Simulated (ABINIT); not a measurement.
CdSe (Cadmoselite) in ABINIT: the effect of functional

The system is CdSe (Cadmoselite).

```
Cd Se
1.0
     4.30000    0.00000    0.00000
    -2.15000    3.72391    0.00000
     0.00000    0.00000    7.02000
Cd Se
2 2
Direct
  0.66667 0.33333 0.50000
  0.33333 0.66667 0.00000
  0.66667 0.33333 0.88500
  0.33333 0.66667 0.38500
```

Alike in all runs:

* Program: ABINIT 10.8.3 (patched build)
* Task: single point
* Potentials or basis: JTH PAW PBE v2.0
* Cutoff: 707 eV
* k mesh: 7 × 7 × 4
* Occupations: fermi-dirac, width 0.05 eV
* Spin: no spin polarisation

Task: One run gave: gap on the mesh 0.99 eV; pressure 0.7 GPa; largest force 0.19 eV/Å. Which functional did it use?
A. BLYP
B. SCAN
C. revPBE
D. WC
E. PBEsol

Result: B.

```csv
functional,gap on the mesh (eV),pressure (GPa),largest force (eV/Å)
PBEsol,0.57,0.1,0.27
RPBE,0.87,4.9,0.29
BLYP,0.62,5.9,0.31
r2SCAN,1.17,1.4,0.28
SCAN,0.99,0.7,0.19
revPBE,0.82,4.4,0.29
PW91,0.65,2.7,0.28
WC,0.54,0.1,0.27
```

Caveats: the PAW data sets were made with another functional, which shifts forces and pressure a little.

Runs at the PBE level aren't shown here.
